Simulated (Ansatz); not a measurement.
Bulk crystal (IrO2) after relaxation:

```xyz
6
Lattice="4.4715 0.0000 0.0000 0.0000 4.4715 0.0000 0.0000 0.0000 3.1536" Properties=species:S:1:pos:R:3 pbc="T T T"
Ir    0.0000    0.0000    0.0000
Ir    2.2357    2.2357    1.5768
O     1.3807    1.3807    0.0000
O     0.8550    3.6165    1.5768
O     3.0908    3.0908    0.0000
O     3.6165    0.8550    1.5768
```

Miller indices refer to the conventional cell of P4_2/mnm (No. 136), a = 4.471 Å, b = 4.471 Å, c = 3.154 Å, α = 90.00°, β = 90.00°, γ = 90.00°.

Consider the (100) slab of 18 planes, 12.6 Å thick with 15 Å of vacuum as cut; outer planes Ir (top) and O (bottom), all atoms relaxed.

All numbers below come from Ansatz, DFT PBEsol, scalar-relativistic, plane waves, PAW. Cutoff 420 eV; k points 11×8×1 on the computed 18-atom cell (Γ-centred); Gaussian smearing, width 0.10 eV; no spin polarisation. The cell repeats along c with a dipole correction in the vacuum.

(1) Give the surface energy (mean of both faces).

(2) Predict the work function.

(3) Estimate the dipole of the slab along +c, per cell.

(4) The top two planes lie 0.855 Å apart in the bulk. How does relaxation change this?

Spin-orbit coupling is left out, which matters for the bands of heavy elements.

Results:

(1) 3.20 J/m².

(2) 5.14 eV (top), 7.07 eV (bottom).

(3) 0.15 e·Å.

(4) The spacing becomes 0.369 Å (-56.9 %).